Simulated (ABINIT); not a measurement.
BaZrO3:

```
Ba Zr O
1.0
     4.19134    0.00000    0.00000
     0.00000    4.19134    0.00000
     0.00000    0.00000    4.19134
Ba Zr O
1 1 3
Direct
  0.00000 0.00000 0.00000
  0.50000 0.50000 0.50000
  0.50000 0.50000 0.00000
  0.50000 0.00000 0.50000
  0.00000 0.50000 0.50000
```

Program: ABINIT 10.8.3 (patched build). Alike in all runs: task band structure; no spin polarisation; cell as given; k mesh 6 × 6 × 6; cutoff (eV) 626; smearing fermi-dirac 0.05 eV.

Order these runs on this cell by their pressure, lowest first.
A. level PW91; potentials or basis JTH PAW PBE v2.0
B. level LDA-PZ; potentials or basis JTH PAW LDA v2.0
C. level rPW86PBE; potentials or basis JTH PAW PBE v2.0

B (-4.6 GPa), A (3.9 GPa), C (9.0 GPa).

Caveats: this set's barium file shifts pressures by 1.5 GPa and gaps by 0.1 eV against other sets; the PAW data sets were made with another functional, which shifts forces and pressure a little (some runs).
